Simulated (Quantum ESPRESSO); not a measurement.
Fe under changes of volume

One of the cells (12.019 Å³/atom); the others are scaled copies at fixed shape and fractional positions:

```
CELL_PARAMETERS angstrom
-1.44300 1.44300 1.44300
1.44300 -1.44300 1.44300
1.44300 1.44300 -1.44300
ATOMIC_POSITIONS crystal
Fe 0.00000 0.00000 0.00000
```

- Program: Quantum ESPRESSO 7.5
- Functional: r2SCAN
- Potentials or basis: SG15 PBE 1.2
- Cutoff: 952 eV
- Density cutoff: 3810 eV
- k mesh: 10 × 10 × 10
- Occupations: fermi-dirac, width 0.05 eV
- Spin: collinear spin, ferromagnetic start
- Starting moments: [3.0] μB

| volume (Å³/atom) | energy over the lowest point (meV/atom) | moment (μB per cell) |
| --- | --- | --- |
| 11.298 | 33.73 | 2.76 |
| 11.538 | 15.32 | 2.80 |
| 11.778 | 4.20 | 2.81 |
| 12.019 | 0.00 | 2.81 |
| 12.259 | 1.94 | 2.81 |
| 12.499 | ? | ? |
| 12.740 | 21.52 | 2.81 |

Problem. What does the run at 12.499 Å³/atom give?

Solution. Energy over the lowest point 9.33 meV/atom; moment 2.81 μB per cell.

Worked out: A Birch-Murnaghan fit of order 3 (a polynomial in V^(-2/3)) to the other rows has its minimum at 12.06 Å³/atom with B0 = V·E''(V) = 200 GPa and B' = 4.3. It gives 9.23 meV/atom at 12.499 Å³/atom, against the run's 9.33. A parabola through the other rows of the moment, of slope -0.0227 μB per Å³/atom there, gives 2.82 μB, against the run's 2.81.

Energies are extrapolated to zero smearing.

Caveats: the potentials were made for another functional, which shifts forces and pressure.
